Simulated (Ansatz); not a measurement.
## C, before and after

Recipe of this trial structure of C: random cell by space group and Wyckoff sites (Pmmn, No. 59). The dimensions are guesses.

POSCAR.start

```
C
1.0
     2.09307    0.00000    0.00000
     0.00000    3.14553    0.00000
     0.00000    0.00000    2.01755
C
2
Direct
  0.00000 0.00000 0.66879
  0.50000 0.50000 0.33121
```

The calculation used Ansatz 0.2.0, DFT PBE, scalar-relativistic, plane waves, PAW. Cutoff 420 eV, Gaussian smearing, Γ-centred meshes. Cell and atoms relax first on a coarse mesh and then on a finer one. In between, the cell is made exact in the group found at 0.06 Å. In metals the finer mesh still leaves noise of several meV/atom or more. The steps can't lower the symmetry of their start. No spin polarisation in the relaxation; trial moments died out in a coarse test.

POSCAR.end

```
C
1.0
     1.87289    0.00000    0.00000
     0.00000    1.87289    0.00000
     0.00000    0.00000    1.61352
C
1
Direct
  0.00000 0.00000 0.50000
```

The symmetry goes from Pmmn (No. 59) to P4/mmm (No. 123), and the primitive cell from 2 to 1 atom. The volume per atom shrinks by 14.8 %, from 6.6 to 5.7 Å³. The shortest distance goes from 2.01 Å (C–C) to 1.61 Å (C–C). The energy falls by about 1.5 eV/atom (the start's value is from the coarse mesh). The end is written in a standard setting, so origin, axes and order of atoms can differ from the start's.

```yaml
Volume_per_atom: 5.66 Å³
Density: 3.52 g/cm³
Energy_over_the_standard_state: +2.77 eV/atom
Gap_on_the_30×30×34_mesh_of_the_1-atom_cell: 0 eV (a metal)
```

Energies count from the standard state of C at the same level. It lies above the standard state, so it could only be metastable.

The last run used Gaussian smearing of 0.10 eV. The reference form of C is held partly by dispersion forces, which this level lacks. Symmetry constrained the relaxation, so the result can be a saddle point. In all, the 3 runs took 18 min on 1 thread of Intel(R) Xeon(R) Processor @ 2.50GHz (Skylake/Cascade Lake) (shared host). Another cell of C relaxed alike, in Immm, lies 1.80 eV/atom lower, so this cell isn't the stable form at this level.
